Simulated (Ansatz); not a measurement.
# HfO2 (P2_1/c) in Ansatz: band structure with RPBE

Aim: the band structure of HfO2 with RPBE.

Everything below comes from runs of Ansatz 0.2.0. Logs are shortened: lines on timing, memory, paths and dates and some standing lists are left out, and cuts for length are marked.

**What was measured.**

“Temperature dependence of self-trapped exciton luminescence in nanostructured hafnia powder”, 2021, arxiv:2112.02602 quotes, for a bulk crystal of HfO2: band gap 5.54 eV (indirect).

How close the calculation comes is told below.

## Step 1: The crystal as given

The structure is monoclinic, space group P2_1/c (No. 14). Conventional cell: a = 5.118 Å, b = 5.186 Å, c = 5.284 Å, α = 90.00°, β = 99.35°, γ = 90.00°. Around Hf (site symmetry 1) lie 7 O at 2.03 to 2.25 Å. O (site symmetry 1) is surrounded by 3 Hf at 2.03 to 2.12 Å. O (site symmetry 1) is surrounded by 4 Hf at 2.14 to 2.25 Å.

## Step 2: Band structure, RPBE

Contents of input.yaml:

```yaml
crystal:
  lattice:
    - [5.118, 0.0, 0.0]
    - [0.0, 5.1857, 0.0]
    - [-0.8586630598, 0.0, 5.2138671406]
  atoms:
    - { symbol: Hf, position: [0.2755, 0.4603, 0.708] }
    - { symbol: Hf, position: [0.7245, 0.9603, 0.792] }
    - { symbol: Hf, position: [0.7245, 0.5397, 0.292] }
    - { symbol: Hf, position: [0.2755, 0.0397, 0.208] }
    - { symbol: O, position: [0.0742, 0.1684, 0.8467] }
    - { symbol: O, position: [0.9258, 0.6684, 0.6533] }
    - { symbol: O, position: [0.9258, 0.8316, 0.1533] }
    - { symbol: O, position: [0.0742, 0.3316, 0.3467] }
    - { symbol: O, position: [0.4487, 0.7419, 0.9801] }
    - { symbol: O, position: [0.5513, 0.2419, 0.5199] }
    - { symbol: O, position: [0.5513, 0.2581, 0.0199] }
    - { symbol: O, position: [0.4487, 0.7581, 0.4801] }
hamiltonian:
  xc: rpbe
  pseudopotentials: { kind: paw }
kpoints:
  mp_grid: { grid: [5, 5, 5] }
  band_path:
    path:
      - [[0.0, 0.0, 0.0], [0.0, 0.0, 0.5], [-0.4327310173, 0.0, 0.5726006525], [-0.5, 0.0, 0.5], [-0.5, 0.5, 0.5], [-0.5672689827, 0.5, 0.4273993475], [-0.5, 0.5, 0.0], [-0.5, 0.0, 0.0], [-0.5672689827, 0.0, 0.4273993475]]
      - [[-0.4327310173, 0.5, 0.5726006525], [0.0, 0.5, 0.5], [0.0, 0.5, 0.0]]
      - [[0.0, 0.0, 0.5], [0.0, 0.5, 0.5]]
    npoints: 10
scf:
  occupations: { method: fermi_dirac, width: 0.05 }
  n_extra_bands: 30
output:
  forces: true
  stress: true
  eigenvalues: true
  fatbands: false
  write_density: true
  write_potential: true
  elf: true
  volumetric_format: npy
```

Potentials or basis: Ansatz PAW.

Command:

```sh
$ ansatz run input.yaml --threads 4 --pin off --max-ram 11264MiB --backend cpu --events-out ev --progress --plain --runs-dir out
```

The program printed:

```text
Warning: RAYON_NUM_THREADS=4 ignored (pool sized by the plan → 4); use --threads N
scf.n_extra_bands = 30 over 76 filled bands (N_el = 152.0): the run solves 106 bands
Engine: ansatz 0.2.0, x86_64-unknown-linux-gnu
Pseudopotentials: kind: paw
Pseudopotential: Hf, paw, valence charge 26, recommended cutoff 420 eV (normal), Hf.paw.azcp
Pseudopotential: O, paw, valence charge 6, recommended cutoff 420 eV (normal), O.paw.azcp
Functional definition: RPBE
  parameter kappa = 0.804
  parameter beta = 0.06672455060314922
  exchange = rpbe_x(kappa = kappa, mu = beta*pi^2/3)
  correlation = pbe_c(beta = beta)
Crystal: 12 atoms, lattice volume = 138.378 Å³
Basis set: ecut = 420 eV, 2699 PW (Γ), exchange–correlation on 72×72×72 points (8 copies of the dense FFT grid, shifted against one another)
Bands: 106, of which v1, the nominal top of the filled ones, is band 76 counted from 1 (75 counted from 0)
Symmetry: 4 space group operations
Space group: P21/c (ITA 14), of the structure as read, at distance tolerance 5.2e-5 Å
k-points: 39 of 125
Non-local potential: Hf, projectors of the file, l = 0: 3, l = 1: 2, l = 2: 2, l = 3: 3
Non-local potential: O, projectors of the file, l = 0: 2, l = 1: 2, l = 2: 1
PAW form: soft (Blöchl's): semilocal exchange-correlation on the pseudo side does not see the compensation charge
PAW frozen core: Hf, regenerated for the run's functional, and the local potential with it (the file was generated under x = pbe(κ = 0.804, μ = 0.2195149727645171), c = pbe(β = 0.06672455060314922))
PAW frozen core: O, regenerated for the run's functional, and the local potential with it (the file was generated under x = pbe(κ = 0.804, μ = 0.2195149727645171), c = pbe(β = 0.06672455060314922))
PAW one-centre angular grid: Hf, 590 points (default); XC on 64 Gauss nodes
PAW one-centre angular grid: O, 110 points (default); XC on 64 Gauss nodes
Initial density: superposition of atomic densities (neutral atoms: chi_scale 0, normalization atom), corrected by the library's trained network
Initial wavefunctions: pseudopotential atomic-orbital guess
Functional: x = rpbe, c = pbe(β = 0.06672455060314922)
SCF iter   1: F=—  HF=-67509.725360 eV  |F-HF|=—  |Δ(HF+E_count)|=         —  Δρ=4.76e-3  dr2=2.37e-2  ethr=1.77e-3  ⟨swp⟩=5.1  Hψ=13512  notcnv=0  defer=576
preconditioner: auto → Resta (q_TF=auto, 2.771 Å⁻¹)  ε∞=4.3  [insulator: Δε(μ)=4.343 eV  Ē_g=20.896 eV  σ=0.050 eV  W_gap=1.00  n_scr=52 (ndim 8)  ℏωp=37.9 eV  f_vac=0.076  D(μ)=0.00/eV (n_scr^D=0)  ε∞_Penn≈4.3]
SCF iter   2: F=—  HF=-67509.724648 eV  |F-HF|=—  |Δ(HF+E_count)|=   7.12e-4  Δρ=2.45e-3  dr2=4.02e-3  ethr=1.56e-5  ⟨swp⟩=2.0  Hψ=6945  notcnv=0  defer=653
SCF iter   3: F=—  HF=-67509.725848 eV  |F-HF|=—  |Δ(HF+E_count)|=   1.20e-3  Δρ=1.06e-3  dr2=1.31e-3  ethr=2.64e-6  ⟨swp⟩=2.0  Hψ=3838  notcnv=0  defer=653
SCF iter   4: F=—  HF=-67509.726261 eV  |F-HF|=—  |Δ(HF+E_count)|=   4.13e-4  Δρ=2.28e-4  dr2=8.23e-5  ethr=8.63e-7  ⟨swp⟩=2.0  Hψ=5482  notcnv=0  defer=653
SCF iter   5: F=—  HF=-67509.726302 eV  |F-HF|=—  |Δ(HF+E_count)|=   4.13e-5  Δρ=1.73e-4  dr2=3.49e-5  ethr=5.41e-8  ⟨swp⟩=2.0  Hψ=6154  notcnv=0  defer=653
SCF iter   6: F=—  HF=-67509.726325 eV  |F-HF|=—  |Δ(HF+E_count)|=   2.31e-5  Δρ=3.83e-5  dr2=2.51e-6  ethr=2.30e-8  ⟨swp⟩=2.0  Hψ=5530  notcnv=0  defer=653
SCF iter   7: F=—  HF=-67509.726329 eV  |F-HF|=—  |Δ(HF+E_count)|=   3.71e-6  Δρ=2.73e-5  dr2=8.86e-7  ethr=1.65e-9  ⟨swp⟩=2.0  Hψ=5983  notcnv=0  defer=653
SCF iter   8: F=—  HF=-67509.726329 eV  |F-HF|=—  |Δ(HF+E_count)|=   8.33e-8  Δρ=1.16e-5  dr2=1.62e-7  ethr=5.83e-10  ⟨swp⟩=2.0  Hψ=6150  notcnv=0  defer=653
SCF iter   9: F=-67509.726330 eV  HF=-67509.726330 eV  |F-HF|=2.10e-8  |Δ(HF+E_count)|=   4.71e-7  Δρ=2.49e-6  dr2=9.76e-9  ethr=6.58e-11  ⟨swp⟩=14.7  Hψ=32200  notcnv=0
SCF 1 converged in 9 iterations: F = -67509.726330 eV  dr2 = 9.76e-9
NSCF: frozen V_eff on 113 k-points
SCF converged after 9 iterations
Free energy (F): -67509.726330 eV
Harris-Foulkes:  -67509.726330 eV  (|F-HF|=2.10e-8)
Internal energy: -67509.726330 eV  (E = F + TS)
E sigma→0 (E₀):  -67509.726330 eV
Fermi energy:    16.418079 eV
--- Per-component energies (eV) ---
  E_band       = 31.011546
  E_kinetic    = 3097.567837
  E_local      = -24592.558139  (includes V_loc(G=0)·N_el)
  E_nonlocal   = -4600.720265
  E_hartree    = 11264.109192
  E_xc         = -1797.857727
  E_vxc        = -1822.799379  (∫ρ·V_xc dr)
  E_paw        = -29034.013955  (= ΣΔE_a)
  E_vpaw       = 5421.282528  (= ΣTr[D̂ρ^β])
  E_aug_tail   = 0.019696  (compensation charges beyond the density's cutoff)
  E_ewald      = -21845.361851
  E_core_change = -0.911118  (= ΣΔE_core)
  E_smearing   = -0.000000  (= −TS)
  E_closure    = 0.000000  (closes the sum)
  Σ components = -67509.726330   (vs F -67509.726330, Δ=0.00e0)
--- Forces (eV/Å), atoms counted from 1 ---
  atom   1  Hf     0.21774738     0.01896018     0.10870906
  atom   2  Hf    -0.21774738     0.01896018    -0.10870906
  atom   3  Hf    -0.21774738    -0.01896018    -0.10870906
  atom   4  Hf     0.21774738    -0.01896018     0.10870906
  atom   5  O     -0.42501547    -0.18161161    -0.19720906
  atom   6  O      0.42501547    -0.18161161     0.19720906
  atom   7  O      0.42501547     0.18161161     0.19720906
  atom   8  O     -0.42501547     0.18161161    -0.19720906
  atom   9  O     -0.19325899     0.02913118    -0.07263869
  atom  10  O      0.19325899     0.02913118     0.07263869
  atom  11  O      0.19325899    -0.02913118     0.07263869
  atom  12  O     -0.19325899    -0.02913118    -0.07263869
  max |Σ_I F_I| component: 3.12e-17 eV/Å
--- Stress (GPa, compression-positive) ---
       10.703575       0.000000       0.696027
        0.000000      10.159168       0.000000
        0.696027       0.000000      11.337799
  P = ⅓ Tr σ = 10.7335 GPa (107.335 kbar)
--- Band table (eV; the first three rows and the last of 39) ---
  k-point 0: bands = ["-46.0948", "-46.0754", "-46.0719", "-46.0713", "-15.1800", "-15.1521", "-15.1260", "-14.9352", "-14.8682", "-14.8258", "-14.8073", "-14.7694", "-14.7353", "-14.7351", "-14.6796", "-14.6259", "-3.8749", "-2.5635", "-2.4044", "-2.4030", "-1.9173", "-1.8993", "-1.7978", "-1.6756", "4.0478", "4.0579", "4.0579", "4.0589", "4.0641", "4.0696", "4.0743", "4.0748", "4.0786", "4.0790", "4.0810", "4.0852", "4.0856", "4.0873", "4.0919", "4.0963", "4.0991", "4.1008", "4.1015", "4.1043", "4.1078", "4.1153", "4.1180", "4.1278", "4.1366", "4.1478", "4.1579", "4.1971", "8.8645", "8.9678", "9.4824", "9.6558", "9.7651", "10.1284", "10.9325", "11.2037", "11.3496", "11.5320", "11.6115", "11.7266", "12.3168", "12.4071", "12.4817", "12.4863", "12.7077", "13.1614", "13.2423", "13.2952", "13.7791", "13.7952", "14.1311", "14.2679", "18.9640", "19.4880", "19.6815", "19.8932", "20.0535", "20.3090", "20.6565", "20.7167", "20.9676", "21.0427", "21.6377", "21.6674", "21.9049", "22.2991", "22.7944", "23.2507", "23.3793", "23.7127", "24.5218", "24.6985", "25.3209", "26.7988", "26.8592", "26.9725", "28.0065", "28.1963", "28.8321", "28.9861", "29.0058", "29.4270"]
  k-point 1: bands = ["-46.0929", "-46.0768", "-46.0720", "-46.0718", "-15.1537", "-15.1126", "-15.1076", "-14.9612", "-14.8911", "-14.8172", "-14.8044", "-14.7894", "-14.7380", "-14.7267", "-14.6860", "-14.6633", "-3.7208", "-2.5191", "-2.4536", "-2.3922", "-2.0110", "-1.9060", "-1.8571", "-1.7041", "4.0466", "4.0529", "4.0592", "4.0613", "4.0620", "4.0697", "4.0751", "4.0771", "4.0785", "4.0802", "4.0812", "4.0828", "4.0851", "4.0897", "4.0914", "4.0953", "4.0977", "4.1009", "4.1013", "4.1082", "4.1096", "4.1110", "4.1235", "4.1257", "4.1359", "4.1468", "4.1550", "4.1876", "8.9825", "9.1707", "9.7220", "9.7362", "9.9454", "10.2215", "10.7580", "11.0866", "11.1439", "11.4479", "11.6814", "11.8119", "12.0646", "12.2748", "12.4775", "12.6620", "12.7585", "12.9337", "13.0609", "13.4514", "13.5081", "13.7441", "14.0076", "14.1329", "19.0203", "19.4300", "19.4762", "19.9692", "20.2896", "20.3332", "20.8617", "20.9099", "21.0910", "21.2041", "21.4043", "21.7068", "22.1910", "22.3874", "22.6594", "23.3177", "23.3728", "23.7892", "24.3136", "24.7197", "25.1765", "26.0233", "26.9308", "27.3144", "28.1733", "28.2479", "28.7261", "29.0112", "29.0449", "29.7301"]
  k-point 2: bands = ["-46.0877", "-46.0815", "-46.0721", "-46.0721", "-15.0820", "-15.0633", "-15.0315", "-14.9899", "-14.9711", "-14.8688", "-14.7842", "-14.7794", "-14.7542", "-14.7302", "-14.7138", "-14.7010", "-3.3127", "-2.8040", "-2.4169", "-2.3643", "-2.0189", "-1.9716", "-1.9199", "-1.8004", "4.0450", "4.0468", "4.0609", "4.0623", "4.0648", "4.0713", "4.0730", "4.0741", "4.0770", "4.0799", "4.0816", "4.0849", "4.0877", "4.0886", "4.0911", "4.0932", "4.0949", "4.1005", "4.1016", "4.1024", "4.1150", "4.1183", "4.1302", "4.1325", "4.1374", "4.1431", "4.1488", "4.1638", "9.3404", "9.7209", "9.7314", "10.0218", "10.3274", "10.4577", "10.6152", "10.6870", "10.8143", "11.4611", "11.6162", "11.6921", "11.8472", "12.1713", "12.1717", "12.6349", "12.6562", "12.8709", "13.0258", "13.3568", "13.5753", "13.6113", "13.7165", "13.8985", "19.1277", "19.2562", "19.5405", "19.7206", "20.4671", "20.5622", "21.0592", "21.0976", "21.1711", "21.2390", "21.8731", "21.9413", "22.1480", "22.5079", "23.0141", "23.3002", "23.3708", "23.7920", "24.0011", "24.5867", "24.9732", "25.0121", "27.2571", "27.7377", "28.2322", "28.3694", "28.5103", "28.7718", "29.4624", "30.0576"]
  k-point 38: bands = ["-46.0847", "-46.0815", "-46.0743", "-46.0729", "-15.1443", "-15.1180", "-15.0720", "-15.0321", "-14.9053", "-14.8434", "-14.7888", "-14.7590", "-14.7332", "-14.7223", "-14.6847", "-14.6665", "-3.1301", "-2.8542", "-2.4977", "-2.4583", "-2.0656", "-1.9956", "-1.8051", "-1.7926", "4.0517", "4.0577", "4.0593", "4.0623", "4.0660", "4.0702", "4.0723", "4.0760", "4.0778", "4.0824", "4.0828", "4.0844", "4.0868", "4.0883", "4.0928", "4.0945", "4.0983", "4.0987", "4.1011", "4.1033", "4.1122", "4.1135", "4.1175", "4.1214", "4.1312", "4.1344", "4.1524", "4.1690", "9.5418", "9.7689", "9.9177", "10.1069", "10.2283", "10.3078", "10.4700", "10.5987", "11.1006", "11.4477", "11.6146", "11.8504", "11.9674", "12.0602", "12.4539", "12.6673", "12.7282", "13.0041", "13.0858", "13.1140", "13.3407", "13.3993", "13.5058", "13.6633", "19.0686", "19.2042", "19.6106", "19.8399", "20.2391", "20.2961", "20.5824", "20.7290", "20.9054", "21.2023", "21.7536", "22.0037", "22.3597", "22.4895", "23.0586", "23.5847", "23.7916", "24.2048", "24.3661", "24.8066", "25.2035", "25.7078", "25.9196", "26.4510", "27.1487", "27.4033", "27.8879", "28.2795", "30.2527", "30.4736"]
```

Run time: 59 s. Hardware: 4 threads of Intel Xeon at 2.50GHz (Skylake/Cascade Lake), shared host; peak memory 1.3 GiB.

Results:

```yaml
Free_energy: -67509.7263 eV
Pressure: 10.7 GPa
Largest_force: 0.503 eV/Å
Band_gap_on_the_k_mesh: 4.29 eV, indirect (least direct gap 4.36 eV)
Band_gap_along_the_path: 4.24 eV, indirect (least direct gap 4.31 eV)
```

Forces on the atoms (eV/Å):
```
Hf   0.218  0.019  0.109
Hf  -0.218  0.019 -0.109
Hf  -0.218 -0.019 -0.109
Hf   0.218 -0.019  0.109
O   -0.425 -0.182 -0.197
O    0.425 -0.182  0.197
O    0.425  0.182  0.197
O   -0.425  0.182 -0.197
O   -0.193  0.029 -0.073
O    0.193  0.029  0.073
O    0.193 -0.029  0.073
O   -0.193 -0.029 -0.073
```

Levels at the corners of the path, in eV from the valence-band top:
```
point  band 73  band 74  band 75  band 76  band 77  band 78  band 79  band 80
    Γ    -0.49    -0.47    -0.14     0.00     4.70     5.22     5.41     5.63
    Y    -0.78    -0.78    -0.46    -0.46     4.92     4.92     5.34     5.34
    H    -1.03    -0.71    -0.62    -0.34     4.47     4.67     5.57     5.69
    C    -0.92    -0.92    -0.49    -0.49     4.56     4.56     5.66     5.66
    E    -0.99    -0.99    -0.70    -0.70     4.74     4.74     5.43     5.43
   M1    -0.98    -0.98    -0.67    -0.67     4.75     4.75     5.46     5.46
    A    -0.85    -0.85    -0.56    -0.56     4.95     4.95     5.40     5.40
    X    -0.65    -0.53    -0.46    -0.09     4.24     5.28     5.36     5.40
   H1    -1.03    -0.71    -0.62    -0.34     4.47     4.67     5.57     5.69
    M    -0.98    -0.98    -0.67    -0.67     4.75     4.75     5.46     5.46
    D    -0.89    -0.89    -0.59    -0.59     5.10     5.10     5.27     5.27
    Z    -0.78    -0.78    -0.40    -0.40     5.22     5.22     5.70     5.70
    Y    -0.78    -0.78    -0.46    -0.46     4.92     4.92     5.34     5.34
    D    -0.89    -0.89    -0.59    -0.59     5.10     5.10     5.27     5.27
```

Caveat: the k mesh misses the band edges, so the gap on the mesh is wider than the one along the path; the pressure holds a Pulay correction of +0.7 GPa for the finite cutoff; spin-orbit coupling is left out, which moves the levels of the heavy elements; the PAW data sets come from PBE, with cores solved anew for the run's functional, which leaves a small shift of forces and pressure.

## Step 3: How close it comes

Step 2. Against the measured gap of HfO2, 5.54 eV (indirect; quoted in “Temperature dependence of self-trapped exciton luminescence in nanostructured hafnia powder”, 2021, arxiv:2112.02602), the calculated 4.24 eV is off by -1.30 eV. Spin-orbit coupling on Hf is left out. The value is that of RPBE, without temperature or zero-point motion. Semilocal functionals fall short of measured gaps as a rule.
